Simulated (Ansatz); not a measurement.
# CrO2: properties at the relaxed cell

An exercise on one series of results from a longer session: the logs are not shown, and one member is left open.

Program: Ansatz 0.2.0. Level of theory: DFT PBEsol, scalar-relativistic, plane waves, PAW. These are calculated values, not measurements.

### The structure to begin with

Symmetry: P4_2/mnm, No. 136, tetragonal system. The conventional cell has a = 4.392 Å, b = 4.392 Å, c = 2.888 Å, α = 90.00°, β = 90.00°, γ = 90.00°. Cr (site symmetry mmm) is surrounded by 6 O at 1.88 to 1.89 Å. Around O (site symmetry m2m) lie 3 Cr at 1.88 to 1.89 Å.

Structure file:

```
CELL_PARAMETERS angstrom
4.39239 0.00000 0.00000
0.00000 4.39239 0.00000
0.00000 0.00000 2.88765
ATOMIC_POSITIONS crystal
Cr 0.00000 0.00000 0.00000
Cr 0.50000 0.50000 0.50000
O 0.30330 0.30330 0.00000
O 0.19670 0.80330 0.50000
O 0.69670 0.69670 0.00000
O 0.80330 0.19670 0.50000
```

This cell was relaxed beforehand with the same method: volume 9.29 Å³/atom, gap on the mesh none (metal), site moments up to 1.7 μB.

The first run:

input.yaml reads:

```yaml
crystal:
  lattice:
    - [4.3480152284, 0.0, 0.0]
    - [0.0, 4.3480152284, 0.0]
    - [0.0, 0.0, 2.8584779146]
  atoms:
    - { symbol: Cr, position: [0.0, 0.0, 0.0], spin: 1.87 }
    - { symbol: Cr, position: [0.5, 0.5, 0.5], spin: 1.87 }
    - { symbol: O, position: [0.3033029598, 0.3033029598, 0.0] }
    - { symbol: O, position: [0.1966970402, 0.8033029598, 0.5] }
    - { symbol: O, position: [0.6966970402, 0.6966970402, 0.0] }
    - { symbol: O, position: [0.8033029598, 0.1966970402, 0.5] }
basis:
  ecutwfc: 420
kpoints:
  mp_grid: { grid: [8, 8, 12] }
hamiltonian:
  xc: pbesol
scf:
  occupations: { method: gaussian, width: 0.1 }
output:
  forces: true
  stress: true
  eigenvalues: true
  populations: true
magnetization:
  spin_polarized: true
relax:
  adjacent_minimum: "off"
  f_tol: 0.01
  max_steps: 30
  cell: { stress_tol: 0.1, fix: [volume] }
```

Started as:

```
ansatz run input.yaml --threads 1 --pin off --max-ram 2560MiB --backend cpu --events-out ev --progress --plain --runs-dir out
```

Steps of the session up to this table: Volume × 0.97; Volume × 1.03; The cell scaled to 0.94 of its volume; Volume × 1.06; Volume × 0.91; Point at V/V0 = 1.10; Point at V/V0 = 0.88.

One of the session's tables, all rows but one given; the rest of the session is left out.

It belongs to the step «Fit of the equation of state». 

```
volume (Å³/atom)  energy above the lowest point (meV/atom)  pressure (GPa)  largest moment (μB)
           8.171                                     136.4           44.20                 1.56
           8.450                                      72.0           30.20                 1.60
           8.728                                      30.1           18.37                 1.63
           9.007                                       7.1            8.39                 1.67
           9.285                                       0.0           -0.01                 1.70
           9.564                                         ?               ?                    ?
           9.842                                      23.8          -12.86                 1.76
          10.214                                      61.0          -18.96                 1.79
```

Estimate the missing values for volume (Å³/atom) = 9.564.

Worked estimate for «energy above the lowest point (meV/atom)». A straight line through the neighbours (9.285, 0.0) and (9.842, 23.8) gives 0.0 + (23.8 − 0.0) × (9.564 − 9.285) / (9.842 − 9.285) = 11.9; a parabola fitted to 4 rows on both sides gives 6.6.

The run gave: energy above the lowest point (meV/atom): 6.3; pressure (GPa): -7.04; largest moment (μB): 1.73. In «energy above the lowest point (meV/atom)» the line misses by +5.6 and the parabola by +0.3.
